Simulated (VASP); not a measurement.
# Si2Mo: electric field gradients with PBE

Si2Mo:

```xyz
3
Lattice="-1.6083 1.6083 3.9390 1.6083 -1.6083 3.9390 1.6083 1.6083 -3.9390" Properties=species:S:1:pos:R:3 pbc="T T T"
Si    0.0000    0.0000    2.6391
Si    0.0000    0.0000    5.2389
Mo    0.0000    0.0000    0.0000
```

- Program: VASP 6.6.1
- Task: electric field gradients
- Functional: PBE
- Potentials or basis: VASP PAW PBE potentials, release 64 (Si, Mo_sv)
- Cutoff: 520 eV
- k mesh: 18 × 18 × 18
- Occupations: fermi-dirac, width 0.15 eV
- Spin: no spin polarisation
- Dipole correction: no
- Further INCAR settings: ALGO = Fast; EDIFF = 1e-08; NBANDS = 18

The pressure is 0.2 GPa and the largest force is 0.004 eV/Å. The band gap on the k mesh is none (metal or under the smearing width).

Forces in eV/Å, atoms in the order of the input:
```
Si   0.000  0.000 -0.004
Si   0.000  0.000  0.004
Mo   0.000  0.000  0.000
```

Levels at points of the mesh, in eV from the Fermi level:
```
           k point  band 8  band 9  band 10  band 11  band 12  band 13  band 14  band 15
(0.00, 0.00, 0.00)   -2.98   -2.58    -2.58     0.36     3.07     3.25     3.48     3.48
(0.50, 0.00, 0.00)   -4.45   -2.54    -2.52    -0.49     2.21     3.08     3.96     4.17
(0.50, 0.50, 0.00)   -5.21   -4.39    -3.00    -1.21     2.26     2.67     3.09     3.30
(0.50, 0.50, 0.50)   -2.15   -0.57    -0.57    -0.48    -0.48     0.49     4.68     4.98
```

Electric field gradients, principal values (V/Å²):
| atom | Vxx | Vyy | Vzz |
| --- | --- | --- | --- |
| 1 Si | 5.546 | 5.546 | -11.093 |
| 2 Si | 5.546 | 5.546 | -11.093 |
| 3 Mo | 29.265 | 29.266 | -58.531 |

Run time: 9 min on 1 thread of Intel(R) Xeon(R) Platinum 8488C (Sapphire Rapids) (shared host), peak memory 0.48 GiB.
